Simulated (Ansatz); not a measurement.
# TiAl2: how the energy converges with the cutoff

TiAl2, Cmmm, a = 3.959 Å, b = 12.094 Å, c = 4.032 Å. The structure is a COD entry; whether it is the stable form wasn't checked. Ansatz: PBEsol, PAW, cutoff varied, Γ-centred 10×10×10 mesh on 6 atoms, Gaussian smearing 0.10 eV; no spin polarisation. Single points at one geometry, the cutoff alone changed; ΔE is the energy at zero smearing over the run at 850 eV (runs within 0.3 meV/atom of it are left out). The runs up to 380 eV lie under the cutoff recommended for these PAW datasets.

| cutoff (eV) | ΔE (meV/atom) |
| --- | --- |
| 150 | ? |
| 200 | 2051.25 |
| 250 | 430.43 |
| 300 | 65.23 |
| 350 | 9.05 |
| 380 | 2.69 |
| 420 | 0.75 |
| 460 | 0.47 |
| 520 | 0.33 |

Assume ΔE falls exponentially with the cutoff, fit y = ln ΔE against x, the cutoff in eV, to the other rows, and predict the missing value.

y = 7.626, 6.065, 4.178, 2.203, 0.990, -0.288, -0.755, -1.109. Means x = 360.0, y = 2.3638; Σ(Δx)² = 81000, ΣΔxΔy = -2410; the slope is their ratio. y = 13.08 − 0.02976 x, a factor of ten per 77 eV. At 150 eV this gives ΔE = 5519.27 meV/atom. The run gave 8210.75, a ratio of 0.67. Between neighbouring rows the decay runs from a factor of ten per 57 eV to one per 391 eV, so one exponential is only a rough guide. The fast fall gives way to a slow tail, so a fit to low cutoffs promises convergence too early.